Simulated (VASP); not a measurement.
A run of VASP 6.6.1:

The input INCAR:

```
SYSTEM = TiSi2
PREC = Accurate
ENCUT = 520
EDIFF = 1E-6
ISMEAR = 0
SIGMA = 0.02
LREAL = .False.
LASPH = .True.
NELM = 60
ALGO = Normal
ISIF = 2
LWAVE = .False.
LCHARG = .False.
GGA = PS
ICORELEVEL = 1
```

Contents of KPOINTS:

```
Automatic mesh
0
Gamma
  7 7 7
  0 0 0
```

The input POSCAR:

```
TiSi2
1.0
    0.0000000000      4.1175163063      4.2628978354
    2.3895119538      0.0000000000      4.2628978354
    2.3895119538      4.1175163063      0.0000000000
Ti Si
2 4
Direct
    0.7500000000      0.7500000000      0.7500000000
    0.5000000000      0.5000000000      0.5000000000
    0.4125656100      0.0874343900      0.4125656100
    0.0874343900      0.4125656100      0.0874343900
    0.1625656100      0.8374343900      0.1625656100
    0.8374343900      0.1625656100      0.8374343900
```

Potentials or basis: VASP PAW PBE potentials, release 64 (Ti_sv, Si).

Launch:

```console
$ cat potpaw_PBE.64/Ti_sv/POTCAR potpaw_PBE.64/Si/POTCAR > POTCAR
$ mpirun -np 1 vasp_std > vasp.out
```

Hardware: 1 thread of Intel(R) Xeon(R) Platinum 8488C (Sapphire Rapids), with other jobs on the host.

Q: Estimate the wall time of this run.

A: Run time: 2.5 min on 1 thread of Intel(R) Xeon(R) Platinum 8488C (Sapphire Rapids) (shared host), peak memory 0.29 GiB. Counts: scf iterations 15, k points 64.
